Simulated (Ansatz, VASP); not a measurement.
Two plane-wave programs on AlN

Contents of INCAR:

```
PREC = Accurate
ENCUT = 520
EDIFF = 1E-6
ISMEAR = 0
SIGMA = 0.05
LREAL = False
LASPH = True
NELM = 100
ALGO = Normal
ISIF = 2
LWAVE = False
LCHARG = False
GGA = CA
NBANDS = 16
```

Contents of KPOINTS:

```
regular mesh
0
Gamma
  8 8 6
```

Contents of POSCAR:

```
AlN
1.0
    0.0000000000     -2.0390123106     -2.0390123106
    0.0000000000      2.0390123106     -2.0390123106
    4.0780246211      0.0000000000      0.0000000000
Al N
2 2
Direct
    0.5279229310      0.4720770690      0.0000000000
   -0.0279229310      0.0279229310      0.5000000000
    0.4885639493      0.5114360507      0.5000000000
    0.0114360507      0.9885639493      0.0000000000
```

Input for Ansatz:

```yaml
crystal:
  lattice:
    - [0.0, -2.0390123106, -2.0390123106]
    - [0.0, 2.0390123106, -2.0390123106]
    - [4.0780246211, 0.0, 0.0]
  atoms:
    - { symbol: Al, position: [0.527922931, 0.472077069, 0.0] }
    - { symbol: Al, position: [-0.027922931, 0.027922931, 0.5] }
    - { symbol: "N", position: [0.4885639493, 0.5114360507, 0.5] }
    - { symbol: "N", position: [0.0114360507, 0.9885639493, 0.0] }
basis:
  ecutwfc: 520.0
kpoints:
  mp_grid: { grid: [8, 8, 6] }
hamiltonian:
  xc: lda
scf:
  occupations: { method: gaussian, width: 0.05 }
output:
  forces: true
  stress: true
  eigenvalues: true
```

Change from the starting cell: mode 4 frozen in at -0.112 Å, equal normal strain along x, y and z +0.0167.

Alike in both runs: task single point; functional LDA; k mesh 8 × 8 × 6; occupations gaussian, width 0.05 eV; no spin polarisation.

|  | VASP | Ansatz |
| --- | --- | --- |
| version | VASP 6.6.1 | Ansatz 0.2.0 |
| potentials or method | VASP PAW LDA potentials, release 64 (Al, N) | scalar-relativistic, plane waves, PAW |
| plane-wave cutoff (eV) | 520 | 520 |
| valence electrons in the cell | 16 | 16 |

```csv
,VASP,Ansatz,Ansatz less VASP
gap on the k mesh at the Fermi level (eV),4.14,4.15,+0.012
least direct gap on the mesh (eV),4.23,4.24,+0.011
pressure (GPa),-10.9,-11.4,-0.48
largest component of the traceless stress (GPa),1.81,1.79,-0.018
rms of the force components (eV/Å),0.477,0.473,-0.0040
```

Atom by atom the forces differ by 0.009 eV/Å (rms over components).

Caveats: forces of over 1 eV/Å show positions far from the minimum, so gaps and moduli don't describe the material at rest. A k mesh can miss the band edges.
